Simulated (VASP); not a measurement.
Here is a VASP 6.6.1 calculation.

File INCAR:

```
SYSTEM = Cr
PREC = Accurate
ENCUT = 520
EDIFF = 1E-6
ISMEAR = -1
SIGMA = 0.1
LREAL = .False.
LASPH = .True.
NELM = 60
ALGO = Normal
ISIF = 2
LWAVE = .False.
LCHARG = .False.
GGA = B5
ALDAX = 1.0
AGGAX = 1.0
AGGAC = 1.0
ALDAC = 0.0
NBANDS = 19
```

Contents of KPOINTS:

```
regular mesh
0
Gamma
  16 16 8
  0 0 0
```

POSCAR

```
Cr
1.0
    2.4034668971      0.0000000000      0.0000000000
   -1.2017334486      2.0814633901      0.0000000000
    0.0000000000      0.0000000000      4.3387858198
Cr
2
Direct
    0.3333333333      0.6666666667      0.2500000000
    0.6666666667      0.3333333333      0.7500000000
```

Potentials or basis: VASP PAW PBE potentials, release 64 (Cr_pv).

Command:

```console
$ cat potpaw_PBE.64/Cr_pv/POTCAR > POTCAR
$ mpirun -np 1 vasp_std > vasp.out
```

(1) What does it give for the band gap on the k mesh?

(2) What does it give for the pressure?

## Answers

(1) none (metal or under the smearing width).

(2) 35.6 GPa.

Caveat: a pressure of tens of GPa on the cell as given is suspect, and the run, the potentials or the cell itself is likely at fault; the PAW data sets were made with another functional, which shifts forces and pressure a little; the run has no spin polarisation, though such a crystal can be magnetic.
